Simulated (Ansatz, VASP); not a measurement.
## Co: VASP beside Ansatz

File INCAR:

```
SYSTEM = Co
PREC = Accurate
ENCUT = 520
EDIFF = 1E-7
ISMEAR = -1
SIGMA = 0.05
LREAL = .FALSE.
LASPH = .TRUE.
NELM = 150
ALGO = Normal
ISIF = 2
LWAVE = .FALSE.
LCHARG = .FALSE.
ISPIN = 2
MAGMOM = 2 2 2 2 2 2 2
LORBIT = 11
LMAXMIX = 4
LDIPOL = .TRUE.
IDIPOL = 3
DIPOL = 0.5 0.5 0.500
GGA = PE
NBANDS = 44
```

File KPOINTS:

```
regular mesh
0
G
  10 10 1
  0 0 0
```

File POSCAR:

```
Co
1.0
    2.5395032940      0.0000000000      0.0000000000
    0.0000000000      2.5395032940      0.0000000000
    0.0000000000      0.0000000000     25.7742000000
Co
7
Direct
    0.5000000000      0.5000000000      0.2909886631
    0.0000000000      0.0000000000      0.3606591087
    0.5000000000      0.5000000000      0.4303295544
    0.0000000000      0.0000000000      0.5000000000
    0.5000000000      0.5000000000      0.5696704456
    0.0000000000      0.0000000000      0.6393408913
    0.5000000000      0.5000000000      0.7090113369
```

input.yaml

```yaml
crystal:
  lattice:
    - [2.539503294, 0.0, 0.0]
    - [0.0, 2.539503294, 0.0]
    - [0.0, 0.0, 25.7742]
  atoms:
    - { symbol: Co, position: [0.5, 0.5, 0.2909886631], spin: 2.0 }
    - { symbol: Co, position: [0.0, 0.0, 0.3606591087], spin: 2.0 }
    - { symbol: Co, position: [0.5, 0.5, 0.4303295544], spin: 2.0 }
    - { symbol: Co, position: [0.0, 0.0, 0.5], spin: 2.0 }
    - { symbol: Co, position: [0.5, 0.5, 0.5696704456], spin: 2.0 }
    - { symbol: Co, position: [0.0, 0.0, 0.6393408913], spin: 2.0 }
    - { symbol: Co, position: [0.5, 0.5, 0.7090113369], spin: 2.0 }
hamiltonian:
  xc: pbe
  pseudopotentials: { kind: paw }
magnetization:
  spin_polarized: true
kpoints:
  mp_grid: { grid: [10, 10, 1] }
scf:
  occupations: { method: fermi_dirac, width: 0.05 }
output:
  forces: true
  eigenvalues: true
efield:
  axis: 3
  dipole_correction: true
  ramp_width: 0.04
```

Alike in both runs: task single point; functional PBE; k mesh 10 × 10 × 1; occupations fermi-dirac, width 0.05 eV; collinear spin, ferromagnetic start.

|  | VASP | Ansatz |
| --- | --- | --- |
| version | VASP 6.6.1 | Ansatz 0.2.0 |
| potentials or method | VASP PAW PBE potentials, release 64 (Co) | Ansatz PAW |
| plane-wave cutoff (eV) | 520 | 420 |
| valence electrons in the cell | 63 | 119 |

|  | VASP | Ansatz | Ansatz less VASP |
| --- | --- | --- | --- |
| gap on the k mesh at the Fermi level (eV) | none | none | - |
| rms of the force components (eV/Å) | 0.253 | 0.250 | -0.0029 |
| net moment per atom (μB) | 1.76 | 1.77 | +0.009 |
| size of the moment on the site where the two differ most (μB) | 1.74 | 1.79 | +0.055 |
| work function, face that differs most (eV) | 4.44 | 4.59 | +0.147 |

Site moments also hang on the region over which each program counts them. Atom by atom the forces differ by 0.004 eV/Å (rms over components). A gap of «none» marks a metal or a gap that the smearing closes. With one functional, cell and mesh, what is left measures potentials, basis and numerics. The two sets of potentials don't hold the same shells in valence.
